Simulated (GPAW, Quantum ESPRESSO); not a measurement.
A GPAW input for a self-consistent single point of Sb2Te3 (R-3m, 5 atoms in the cell) (DFT PBE, plane waves, GPAW PAW datasets PBE (gpaw-data 1.0.1)):

```python
from ase import Atoms
from ase.units import GPa
from gpaw import GPAW

atoms = Atoms(['Sb', 'Sb', 'Te', 'Te', 'Te'],
              cell=[[2.115161, 1.221189, 10.411342],
                    [-2.115161, 1.221189, 10.411342],
                    [0.000000, -2.442378, 10.411342]],
              positions=[[-0.000000, 0.000000, 18.871599],
                         [-0.000000, 0.000000, 12.362427],
                         [0.000000, -0.000000, 24.441968],
                         [0.000000, 0.000000, 6.792058],
                         [0.000000, 0.000000, 0.000000]],
              pbc=True)

calc = GPAW(mode={'name': 'pw', 'ecut': 600},
            xc='PBE',
            kpts={'size': (4, 4, 4), 'gamma': True},
            occupations={'name': 'methfessel-paxton', 'width': 0.05, 'order': 0},
            nbands=-4,
            convergence={'forces': 0.001, 'bands': -2},
            symmetry={'symmorphic': False, 'tolerance': 0.0005},
            maxiter=100,
            txt='-')

atoms.calc = calc

energy = atoms.get_potential_energy()
print('Energy (eV):', round(energy, 6))
forces = atoms.get_forces()
print('Forces (eV/Ang):')
print(forces.round(5))
stress = atoms.get_stress()
print('Stress (GPa, Voigt):', (stress / GPa).round(4))
```

**Question.** Give the Quantum ESPRESSO input for the same structure, mesh, smearing and functional.

**Answer.** This is the input that was run; spellings and numerical settings could be chosen otherwise.

```fortran
&control
  calculation = 'scf',
  prefix = 'scf',
  outdir = './work',
  pseudo_dir = './',
  tprnfor = .true.,
  tstress = .true.,
/
&system
  ibrav = 0,
  nat = 5,
  ntyp = 2,
  ecutwfc = 40,
  ecutrho = 240,
  occupations = 'smearing',
  smearing = 'gaussian',
  degauss = 0.0036749,
/
&electrons
  conv_thr = 1.0e-11,
/
ATOMIC_SPECIES
Sb   121.7600  Sb.pbe-n-rrkjus_psl.1.0.0.UPF
Te   127.6000  Te.pbe-n-rrkjus_psl.1.0.0.UPF
CELL_PARAMETERS angstrom
   2.1151611968     1.2211888864    10.4113420000
  -2.1151611968     1.2211888864    10.4113420000
   0.0000000000    -2.4423777727    10.4113420000
ATOMIC_POSITIONS angstrom
Sb    0.0000000000    0.0000000000   18.8715985092
Sb    0.0000000000    0.0000000000   12.3624274908
Te    0.0000000000    0.0000000000   24.4419684081
Te    0.0000000000    0.0000000000    6.7920575919
Te    0.0000000000    0.0000000000    0.0000000000
K_POINTS automatic
4 4 4  0 0 0
```

Basis, cutoffs, solver keys and any potentials are the target program's own. This input uses DFT, PBE, plane waves, PSlibrary ultrasoft (PBE) pseudopotentials.

The starting cell comes from a database of computed structures (which also holds hypothetical and non-ambient phases and stackings), without a prior relaxation at this level. Its lattice was rescaled by a random factor within 2.5 % of one.
